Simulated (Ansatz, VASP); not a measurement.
**Mo: VASP beside Ansatz**

```
Mo
1.0
    -1.58002    1.58002    1.58002
     1.58002   -1.58002    1.58002
     1.58002    1.58002   -1.58002
Mo
1
Direct
  0.00000 0.00000 0.00000
```

Alike in both runs: task electric field gradients; functional PBE; k mesh 16 × 16 × 16; occupations gaussian, width 0.15 eV; no spin polarisation.

|  | VASP | Ansatz |
| --- | --- | --- |
| version | VASP 6.6.1 | Ansatz 0.2.0 |
| potentials or method | VASP PAW PBE potentials, release 64 (Mo_sv) | PAW with Ansatz's default frozen-core files, scalar-relativistic |
| plane-wave cutoff (eV) | 520 | 420 |
| valence electrons in the cell | 14 | 14 |

```csv
,VASP,Ansatz,Ansatz less VASP
gap on the k mesh at the Fermi level (eV),none,none,-
pressure (GPa),0.6,0.0,-0.51
```

A gap of «none» marks a metal or a gap that the smearing closes. Ansatz warned: «gradients_without_spin_orbit».
